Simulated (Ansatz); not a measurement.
Write the native input for Ansatz 0.2.0 that does the following.

| Quantity | Value |
| --- | --- |
| Task | single point |
| Functional | PBEsol |
| Potentials or basis | all-electron LAPW, scalar-relativistic |
| Cutoff | 174 eV (chosen from the basis error) |
| Basis error allowed | 0.001 eV/atom |
| k mesh | 9 × 9 × 5 |
| Occupations | fermi-dirac, width 0.05 eV |
| Spin | no spin polarisation |
| Hubbard terms | Zr d U = 8 eV |

Crystal: Zr.

```xyz
2
Lattice="3.2320 0.0000 0.0000 -1.6160 2.7990 0.0000 0.0000 0.0000 5.1470" Properties=species:S:1:pos:R:3 pbc="T T T"
Zr    1.6160    0.9330    3.8603
Zr    0.0000    1.8660    1.2868
```

The input as run:

input.yaml

```yaml
crystal:
  lattice:
    - [3.232, 0.0, 0.0]
    - [-1.616, 2.798994105, 0.0]
    - [0.0, 0.0, 5.147]
  atoms:
    - { symbol: Zr, position: [0.6666666667, 0.3333333333, 0.75] }
    - { symbol: Zr, position: [0.3333333333, 0.6666666667, 0.25] }
kpoints:
  mp_grid: { grid: [9, 9, 5] }
scf:
  occupations: { method: fermi_dirac, width: 0.05 }
hamiltonian:
  xc: pbesol
  pseudopotentials: { kind: all_electron, lapw: { basis_error: 0.001 } }
  hubbard:
    sites: [{ species: Zr, l: d, u_eff: 8 }]
    double_counting: fll
    projectors: ortho-atomic
output:
  forces: true
  stress: true
  eigenvalues: true
  hubbard: {}
```

Potentials or basis: all-electron LAPW, scalar-relativistic.

Run with:

```console
$ ansatz run input.yaml --threads 1 --pin off --max-ram 3072MiB --backend cpu --events-out ev --progress --plain --runs-dir out
```

Results of the run:

```
Pressure               : 22.9 GPa
Band gap on the k mesh : none (metal or under the smearing width)
```

Caveat: U is the effective U less J, on atomic orbitals that reach past the spheres; U without spin polarisation on a metal has little footing; the U is typed as a test and isn't derived for this compound.

Run time: 66 s on 1 thread of Arm Neoverse V2, with other jobs on the host, peak memory 0.37 GiB.
